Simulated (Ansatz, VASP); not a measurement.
## One calculation of CuO, two programs

Contents of INCAR:

```
ALGO     = Normal         # electronic algorithm
EDIFF    = 1E-6           # SCF threshold, eV
ENCUT    = 520            # plane-wave cutoff, eV
GGA      = PE             # functional
ISIF     = 2              # what is computed and relaxed
ISMEAR   = -1             # smearing method
LASPH    = T              # aspherical terms in the spheres
LCHARG   = T              # write CHGCAR
LELF     = T              # ELF
LREAL    = F              # projectors in reciprocal space
LVHAR    = T            
LWAVE    = F              # write WAVECAR
NBANDS   = 16             # bands
NELM     = 60             # most SCF steps
PREC     = Accurate       # precision mode
SIGMA    = 0.05           # smearing width, eV
```

The input KPOINTS:

```
k-points
0
Gamma
  10 10 10
```

POSCAR

```
CuO
1.0
    2.5004431193      0.0000000000      0.0000000000
    0.0000000000      2.5004431193      0.0000000000
    0.0000000000      0.0000000000      2.5004431193
Cu O
1 1
Direct
    0.0000000000      0.0000000000      0.0000000000
    0.5000000000      0.5000000000      0.5000000000
```

File input.yaml:

```yaml
crystal:
  lattice:
    - [2.5004431193, 0.0, 0.0]
    - [0.0, 2.5004431193, 0.0]
    - [0.0, 0.0, 2.5004431193]
  atoms:
    - { symbol: Cu, position: [0.0, 0.0, 0.0] }
    - { symbol: O, position: [0.5, 0.5, 0.5] }
kpoints:
  mp_grid: { grid: [10, 10, 10] }
scf:
  occupations: { method: fermi_dirac, width: 0.05 }
hamiltonian:
  xc: pbe
  pseudopotentials: { kind: all_electron, lapw: { basis_error: 0.0005 } }
output:
  forces: true
  stress: true
  eigenvalues: true
```

Change from the starting cell: volume scaled by 0.94.

Alike in both runs: task single point; functional PBE; k mesh 10 × 10 × 10; occupations fermi-dirac, width 0.05 eV; no spin polarisation.

|  | VASP | Ansatz |
| --- | --- | --- |
| version | VASP 6.6.1 | Ansatz 0.2.0 |
| potentials or method | VASP PAW PBE potentials, release 64 (Cu, O) | all-electron LAPW, scalar-relativistic |
| plane-wave cutoff (eV) | 520 | see its input |

VASP gave:

* gap on the k mesh at the Fermi level (eV): none
* pressure (GPa): 40.0

Task: What did Ansatz give for the same quantities?

Result: gap on the k mesh at the Fermi level (eV): none; pressure (GPa): 39.6.

A gap of «none» marks a metal or a gap that the smearing closes. Ansatz ran all-electron here, so the differences hold the error of VASP's frozen core and of both bases.

Caveats: an odd number of electrons without spin polarisation forces a metal; a magnetic or distorted state may lie lower; the run has no spin polarisation, though such a crystal can be magnetic; semilocal functionals often make such compounds metallic where correlation or magnetic order opens a gap, which also shifts bond lengths; so large a pressure means that the cell lies far from this level's equilibrium, or that cutoff or potentials fall short (VASP).
